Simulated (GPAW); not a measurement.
**ZnO (zincite): single point with PBE**

**Measured values to compare with.**

“Electronic structure of alkaline earth and post-transition metal oxides”, 2009, arxiv:0908.1581 quotes, for a bulk crystal of ZnO: band gap 3.37 eV.

ZnO (zincite):

```
Zn O
1.0
     3.24931    0.00000    0.00000
    -1.62465    2.81398    0.00000
     0.00000    0.00000    5.20571
Zn O
2 2
Direct
  0.66667 0.33333 0.00000
  0.33333 0.66667 0.50000
  0.33333 0.66667 0.87901
  0.66667 0.33333 0.37901
```

| Quantity | Value |
| --- | --- |
| Program | GPAW 26.7.0 |
| Task | single point |
| Functional | PBE |
| Potentials or basis | GPAW PAW data sets (gpaw-data 1.2.1) |
| Cutoff | 650 eV |
| Basis | pw |
| k mesh | 8 × 8 × 4 |
| Occupations | fermi-dirac, width 0.05 eV |
| Spin | no spin polarisation |

The pressure is 3.3 GPa and the largest force is 0.073 eV/Å. The band gap on the k mesh is 0.80 eV, direct.

Forces on the atoms (eV/Å):
```
Zn   0.000  0.000 -0.073
Zn   0.000  0.000 -0.073
O    0.000  0.000  0.072
O    0.000  0.000  0.072
```

Stress tensor (GPa, compression positive):
```
2.73 0.00 0.00
0.00 2.73 0.00
0.00 0.00 4.45
```

Levels at points of the mesh, in eV from the valence-band top:
```
           k point  band 15  band 16  band 17  band 18  band 19  band 20  band 21  band 22
(0.00, 0.00, 0.00)    -0.81    -0.07     0.00     0.00     0.80     5.22     8.26    12.85
(0.00, 0.00, 0.50)    -0.40    -0.40    -0.40    -0.40     3.46     3.46    10.12    10.12
(0.50, 0.50, 0.00)    -2.81    -2.28    -1.27    -0.82     5.78     6.87     7.62     8.48
(0.50, 0.50, 0.50)    -1.50    -1.50    -1.35    -1.35     5.72     5.72     8.42     8.42
```

It took 21 s on 1 thread of AMD EPYC 9B14 (Zen 4), with other jobs on the host, peak memory 0.19 GiB.

Measured gap of ZnO: 3.37 eV (quoted in “Electronic structure of alkaline earth and post-transition metal oxides”, 2009, arxiv:0908.1581). This calculation gives 0.80 eV (-2.57 eV). So large a miss can be the level of theory's own, or it may mean another phase, state or a wrong row. The value is that of PBE, without temperature or zero-point motion. Semilocal functionals fall short of measured gaps as a rule.

Caveat: the cutoff is short for stress and forces, so pressures can be off by a GPa or more.
